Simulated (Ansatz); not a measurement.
## SnSe under changes of volume

One of the cells (27.271 Å³/atom); the others are scaled copies at fixed shape and fractional positions:

```xyz
2
Lattice="0.0000 3.0100 3.0100 3.0100 0.0000 3.0100 3.0100 3.0100 0.0000" Properties=species:S:1:pos:R:3 pbc="T T T"
Sn    0.0000    0.0000    0.0000
Se    3.0100    3.0100    3.0100
```

Measurements of this composition are mostly on another form, of space group No. 62.

| Property | Result |
| --- | --- |
| Program | Ansatz 0.2.0 |
| Functional | BPBE |
| Dispersion | D3(BJ)-ATM |
| Potentials or basis | Ansatz PAW |
| Cutoff | 420 eV (not typed: the program's choice for these potentials) |
| k mesh | 8 × 8 × 8 |
| Occupations | methfessel-paxton, width 0.01 eV |
| Spin | spin-orbit coupling, no magnetisation |

```tsv
volume (Å³/atom)	energy over the lowest point (meV/atom)	pressure (GPa)	gap on the mesh (eV)
25.635	0.00	-1.0	0.77
26.180	5.30	-2.1	0.74
26.725	14.35	-3.2	0.71
27.271	26.69	-4.1	0.62
27.816	41.94	-4.9	0.54
28.362	59.64	-5.5	0.46
28.907	?	?	?
```

Problem. What does the run at 28.907 Å³/atom give?

Solution. Energy over the lowest point 78.97 meV/atom; pressure -5.8 GPa; gap on the mesh 0.39 eV.

Worked out: A Birch-Murnaghan fit of order 3 (a polynomial in V^(-2/3)) to the other rows has its minimum at 25.25 Å³/atom, just outside them, with B0 = V·E''(V) = 65 GPa and B' = 5.3. It gives 79.51 meV/atom at 28.907 Å³/atom, against the run's 78.97, and -dE/dV = -6.1 GPa, against -5.8. A parabola through the other rows of the gap, of slope -6.13 eV per unit of ln V there, extrapolates to 0.34 eV, against the run's 0.39.

Energies are extrapolated to zero smearing.

Caveats: the PAW data sets come from PBE, with cores solved anew for the run's functional, which leaves a small shift of forces and pressure; the dispersion damping was fitted for another functional or another form of the correction.

A mesh can miss the band edges.
